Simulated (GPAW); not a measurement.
Runs of GPAW 26.7.0 on FeO (Wuestite). It takes space group R-3m (No. 166, trigonal). Conventional cell: a = 3.038 Å, b = 3.038 Å, c = 7.559 Å, α = 90.00°, β = 90.00°, γ = 120.00°. Fe (site symmetry -3m) has 6 O at 2.16 Å as nearest neighbours. O (site symmetry -3m) is surrounded by 6 Fe at 2.16 Å. 

```csv
task,potentials or basis,k mesh,cutoff (eV),maxiter,response ecut,lines,response k mesh,response bands,gap on the mesh (eV),pressure (GPa),moment (μB)
single point,"PAW data sets generated in the run's folder for this functional, pw",11 × 11 × 11,800,150,-,-,-,-,none,-16.2,4.00
magnons,"the program's PAW data sets (release 1.2.1) made for this functional, pw",9 × 9 × 9,600,150,150 eV,1,14 × 14 × 14,25,none,-,4.00
single point,"JTH PAW 2.0, LDA, pw",11 × 11 × 11,800,150,-,-,-,-,none,(a),4.00
single point,"the program's PAW data sets (release 1.2.1) made for this functional, pw",11 × 11 × 11,800,150,-,-,-,-,none,-16.2,4.00
single point,"the program's PAW data sets (release 1.2.1) made for this functional, pw",9 × 9 × 9,600,120,-,-,-,-,none,-20.6,4.00
```

Alike in all rows: level LDA; spin collinear, ferromagnetic start; cell as given; smearing fermi-dirac 0.05 eV.

Fill in the values left out.

(a) -17.2.

Caveats: a cell with one magnetic atom can't hold antiferromagnetic order, which such compounds often take; semilocal functionals often make such compounds metallic where correlation or magnetic order opens a gap, which also shifts bond lengths; the number of bands moves the energies at small q by some ten meV (some runs); the exchange constants hang on this mesh and on the site radius (some runs); the program truncates these outside data sets (some runs); the cutoff is short for stress and forces, so pressures can be off by a GPa or more (some runs); so large a pressure means that the cell lies far from this level's equilibrium, or that cutoff or potentials fall short (some runs).

A gap of «none» marks a metal or a gap under the smearing width.

The runs don't all hold the same shells in valence.
